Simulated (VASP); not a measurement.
# Si48H18O in VASP: a series of runs, part 2 of 2

VASP 6.6.1. Earlier steps stand in the parts before.

**4. Single point, rev-vdW-DF2**

The input, INCAR:

```
  AGGAC = 0.0
  ALGO = Fast
  EDIFF = 1E-6
  ENCUT = 400
  GGA = MK
  ISIF = 2
  ISMEAR = 0
  ISYM = 0
  LASPH = True
  LCHARG = False
  LREAL = Auto
  LUSE_VDW = True
  LWAVE = False
  NELM = 60
  PARAM1 = 0.1234
  PARAM2 = 0.711357
  PREC = Accurate
  SIGMA = 0.03
  ZAB_VDW = -1.8867
```

The input, KPOINTS:

```
k-points
0
Gamma
  1 1 1
```

The input, POSCAR:

```
Si48H18O
1.0
    7.6805938572      7.6805938572      0.0000000000
   -7.6805938572      7.6805938572      0.0000000000
    0.0000000000      0.0000000000     23.4276500000
Si H O
48 18 1
Direct
    0.6860000000      0.3133000000      0.4097000000
    0.8148000000      0.6818000000      0.4097000000
    0.0504000000      0.9500000000      0.4292000000
    0.3178000000      0.1848000000      0.4096000000
    0.9627000000      0.5393000000      0.4387000000
    0.2090000000      0.7917000000      0.4277000000
    0.4598000000      0.0353000000      0.4388000000
    0.5403000000      0.4597000000      0.4392000000
    0.8750000000      0.3893000000      0.3773000000
    0.8842000000      0.8720000000      0.3762000000
    0.1279000000      0.1157000000      0.3757000000
    0.3885000000      0.3758000000      0.3778000000
    0.1145000000      0.6287000000      0.3780000000
    0.3704000000      0.8859000000      0.3765000000
    0.6102000000      0.1238000000      0.3778000000
    0.6239000000      0.6115000000      0.3775000000
    0.9990000000      0.2514000000      0.3239000000
    0.0040000000      0.7497000000      0.3128000000
    0.2502000000      0.9972000000      0.3118000000
    0.4993000000      0.2495000000      0.3126000000
    0.2492000000      0.5003000000      0.3250000000
    0.4997000000      0.7508000000      0.3247000000
    0.7486000000      0.0006000000      0.3241000000
    0.7498000000      0.5009000000      0.3123000000
    0.8731000000      0.1266000000      0.2646000000
    0.8776000000      0.6250000000      0.2572000000
    0.1239000000      0.8759000000      0.2555000000
    0.3755000000      0.1232000000      0.2567000000
    0.1268000000      0.3738000000      0.2645000000
    0.3734000000      0.6264000000      0.2650000000
    0.6265000000      0.8731000000      0.2644000000
    0.6230000000      0.3766000000      0.2566000000
    0.7508000000      0.2491000000      0.2026000000
    0.7494000000      0.7510000000      0.2026000000
    0.9959000000      0.0039000000      0.2025000000
    0.2488000000      0.2511000000      0.2025000000
    0.0035000000      0.4969000000      0.2028000000
    0.2518000000      0.7481000000      0.2022000000
    0.5033000000      0.9964000000      0.2027000000
    0.4958000000      0.5040000000      0.2027000000
    0.8750000000      0.3750000000      0.1455000000
    0.8750000000      0.8750000000      0.1455000000
    0.1250000000      0.1250000000      0.1455000000
    0.3750000000      0.3750000000      0.1455000000
    0.1250000000      0.6250000000      0.1455000000
    0.3750000000      0.8750000000      0.1455000000
    0.6250000000      0.1250000000      0.1455000000
    0.6250000000      0.6250000000      0.1455000000
    0.9516000000      0.2984000000      0.1067000000
    0.7984000000      0.4516000000      0.1067000000
    0.9516000000      0.7984000000      0.1067000000
    0.7984000000      0.9516000000      0.1067000000
    0.2016000000      0.0484000000      0.1067000000
    0.0484000000      0.2016000000      0.1067000000
    0.4516000000      0.2984000000      0.1067000000
    0.2984000000      0.4516000000      0.1067000000
    0.2016000000      0.5484000000      0.1067000000
    0.0484000000      0.7016000000      0.1067000000
    0.4516000000      0.7984000000      0.1067000000
    0.2984000000      0.9516000000      0.1067000000
    0.7016000000      0.0484000000      0.1067000000
    0.5484000000      0.2016000000      0.1067000000
    0.7016000000      0.5484000000      0.1067000000
    0.5484000000      0.7016000000      0.1067000000
    0.3059000000      0.8027000000      0.5128000000
    0.0138000000      0.9878000000      0.4885000000
    0.2487000000      0.7477000000      0.4938000000
```

Potentials or basis: VASP PAW PBE potentials, release 64 (Si, H, O).

Run with:

```sh
cat potpaw_PBE.64/Si/POTCAR potpaw_PBE.64/H/POTCAR potpaw_PBE.64/O/POTCAR > POTCAR
mpirun -np 8 vasp_gam > vasp.out
```

OUTCAR:

```text
EDIFF = 1E-6
   ENCUT = 400
   GGA = MK
   ISIF = 2
   ISMEAR = 0
   ISYM = 0
   LASPH = True
   LREAL = Auto
   NELM = 60
   PREC = Accurate

 ion  position               nearest neighbor table
   1  0.686  0.313  0.410-   9 2.34  15 2.34   8 2.35  20 3.13  24 3.14
   2  0.815  0.682  0.410-   5 2.33  16 2.33  10 2.34  24 3.09
   3  0.050  0.950  0.429-  66 1.50  10 2.35  11 2.35   6 2.43
   4  0.318  0.185  0.410-  11 2.33  12 2.33   7 2.34  20 3.09
   5  0.963  0.539  0.439-   2 2.33   9 2.37  13 2.38
   6  0.209  0.792  0.428-  67 1.68  13 2.35  14 2.36   3 2.43
   7  0.460  0.035  0.439-   4 2.34  15 2.37  14 2.39
   8  0.540  0.460  0.439-   1 2.35  12 2.37  16 2.37
[... 454 lines left out ...]
  in kB       13.4343840      6.4062155      2.1336700      0.0175636      0.1809282      0.1177595
  external PRESSURE =       7.3247565 kB  Pullay stress =       0.0000000 kB

 VOLUME and BASIS-vectors are now :
 -----------------------------------------------------------------------------
  energy-cutoff  :      400.00
  volume of cell :     2764.07
      direct lattice vectors                 reciprocal lattice vectors
     7.680593857  7.680593857  0.000000000     0.065099133  0.065099133  0.000000000
    -7.680593857  7.680593857  0.000000000    -0.065099133  0.065099133  0.000000000
     0.000000000  0.000000000 23.427650000     0.000000000  0.000000000  0.042684606

 POSITION                                       TOTAL-FORCE (eV/Angst)
 -----------------------------------------------------------------------------------
      2.86256      7.67522      9.59831        -0.047228     -0.009445     -0.029060
      1.02152     11.49478      9.59831         0.047078      0.000775     -0.038563
     -6.90946      7.68367     10.05515         0.006716      0.002353      0.059675
      1.02152      3.86027      9.59597         0.053129      0.012870     -0.019596
      3.25196     11.53625     10.27771        -0.017216      0.001413      0.089463
     -4.47548      7.68597     10.02001        -0.010441     -0.047596      0.028373
[... 59 lines left out ...]
     -7.48090      7.69288     11.44441        -0.011925      0.000976      0.039015
     -3.83262      7.65294     11.56857        -0.019715     -0.189401     -0.181536
 -----------------------------------------------------------------------------------
    total drift:                                0.004688     -0.001754     -0.037655

  FREE ENERGIE OF THE ION-ELECTRON SYSTEM (eV)
  ---------------------------------------------------
  free  energy   TOTEN  =      -262.6715687668 eV

  energy  without entropy=     -262.6715687668  energy(sigma->0) =     -262.67156877

Total vdW correction in eV:     36.2696495
```

It took 3.6 min on 8 MPI ranks of AMD EPYC 9R45 (Zen 5), shared host; peak memory 0.84 GiB.

Results:

```yaml
Free_energy: -262.6716 eV
Largest_force: 0.371 eV/Å
Band_gap_on_the_k_mesh: 0.49 eV, direct
```

Forces in eV/Å, atoms in the order of the input:
```
Si  -0.047 -0.009 -0.029
Si   0.047  0.001 -0.039
Si   0.007  0.002  0.060
Si   0.053  0.013 -0.020
Si  -0.017  0.001  0.089
Si  -0.010 -0.048  0.028
Si  -0.038 -0.008  0.095
Si   0.021  0.003  0.101
Si  -0.022 -0.036  0.040
Si   0.002 -0.040  0.050
Si  -0.014  0.050  0.044
Si   0.002 -0.052  0.047
Si   0.019 -0.002  0.051
Si   0.010  0.001  0.037
Si   0.003  0.051  0.056
Si   0.012  0.036  0.064
Si   0.011  0.004  0.024
Si  -0.035 -0.042  0.039
Si  -0.029  0.026  0.045
Si  -0.011  0.010  0.091
Si   0.005 -0.002  0.022
Si   0.006  0.001 -0.002
Si   0.005  0.002  0.020
Si   0.013  0.003  0.105
Si  -0.004 -0.001 -0.008
Si  -0.004  0.000 -0.023
Si   0.012  0.002 -0.022
Si  -0.008 -0.013 -0.021
Si   0.001  0.005 -0.009
Si  -0.006  0.003 -0.001
Si   0.002 -0.010 -0.005
Si   0.000  0.000 -0.017
Si   0.010 -0.003 -0.033
Si  -0.006  0.004 -0.024
Si  -0.006  0.002 -0.020
Si  -0.006  0.003 -0.021
Si   0.006  0.003 -0.015
Si   0.000  0.007 -0.009
Si   0.010  0.000 -0.012
Si   0.000  0.001 -0.016
Si   0.272  0.020 -0.091
Si  -0.322 -0.023 -0.172
Si  -0.324  0.009 -0.152
Si  -0.304 -0.007 -0.139
Si   0.322 -0.009 -0.177
Si   0.327 -0.006 -0.174
Si   0.285 -0.016 -0.116
Si  -0.276  0.010 -0.101
H   -0.322 -0.019 -0.021
H    0.297  0.020  0.062
H   -0.297  0.037  0.064
H    0.328 -0.032 -0.034
H   -0.297 -0.034  0.067
H    0.328  0.029 -0.034
H   -0.297  0.028  0.064
H    0.333 -0.033 -0.026
H   -0.335  0.011 -0.037
H    0.299 -0.020  0.060
H   -0.337 -0.011 -0.038
H    0.299  0.020  0.061
H   -0.323  0.021 -0.025
H    0.297 -0.022  0.062
H   -0.298 -0.032  0.062
H    0.331  0.039 -0.018
H    0.051  0.240  0.233
H   -0.012  0.001  0.039
O   -0.020 -0.189 -0.182
```

Caveat: the cutoff is under 1.25 times the usual one of these potentials, so pressure, stress and relaxed cells hold a basis-set (Pulay) error; the PAW data sets were made with another functional, which shifts forces and pressure a little.

**5. Overview**

```csv
level,gap on the mesh (eV),largest force (eV/Å)
PBE+D3(BJ),0.49,0.34
optB86b-vdW,0.50,0.36
rev-vdW-DF2,0.49,0.37
```

Alike in all rows: task single point; potentials or basis VASP PAW PBE potentials, release 64 (Si, H, O); no spin polarisation; cell as given; k mesh 1 × 1 × 1; cutoff (eV) 400; smearing gaussian 0.03 eV.

On the cell as given the gap runs from 0.49 eV (PBE+D3(BJ)) to 0.50 eV (optB86b-vdW).

Caveats: the cutoff is under 1.25 times the usual one of these potentials, so pressure, stress and relaxed cells hold a basis-set (Pulay) error; the PAW data sets were made with another functional, which shifts forces and pressure a little (some runs).

Total energies depend on the potentials used, so only differences within one code and one set of settings carry meaning.
